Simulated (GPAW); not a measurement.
# Ca in GPAW: convergence with density grid spacing (A)

Crystal: Ca.

```
Ca
1.0
     3.98000    0.00000    0.00000
    -1.99000    3.44678    0.00000
     0.00000    0.00000    6.52000
Ca
2
Direct
  0.66667 0.33333 0.75000
  0.33333 0.66667 0.25000
```

This isn't the form of Ca at room conditions, which is fcc.

```yaml
Program: GPAW 26.7.0
Task: convergence study
Functional: RPBE
Potentials_or_basis: the program's PAW data sets (release 1.2.1) made for this functional
Cutoff: 600 eV
Basis: pw
Grid_spacing: 0.24 Å
k_mesh: 6 × 6 × 3
Occupations: fermi-dirac, width 0.05 eV
Spin: no spin polarisation
```

These are the settings of the first run; the series varies density grid spacing (A), with any setting tied to it.

Hardware: 1 thread of Arm Neoverse V1 (shared host).

Problem. The values tried are 0.24, 0.2, 0.17, 0.15, 0.13, 0.11, 0.09, loosest first. From which on does the energy stay within 1 meV/atom of the tightest run that finished?

Solution. From 0.17 on.

```tsv
density grid spacing (A)	energy less the tightest run, at zero smearing (meV/atom)	SCF cycles	CPU time (s)	peak memory (GiB)
0.24	-2.73	13	16	0.15
0.2	-1.45	13	16	0.16
0.17	-0.70	13	23	0.17
0.15	-0.42	13	32	0.18
0.13	-0.18	13	35	0.21
0.11	-0.06	13	73	0.26
0.09	0.00	13	120	0.34
```

The tightest run that finished is the yardstick and may itself not be fully converged.

Caveat, for the tightest run too: the cell was measured hot, at 723 K.
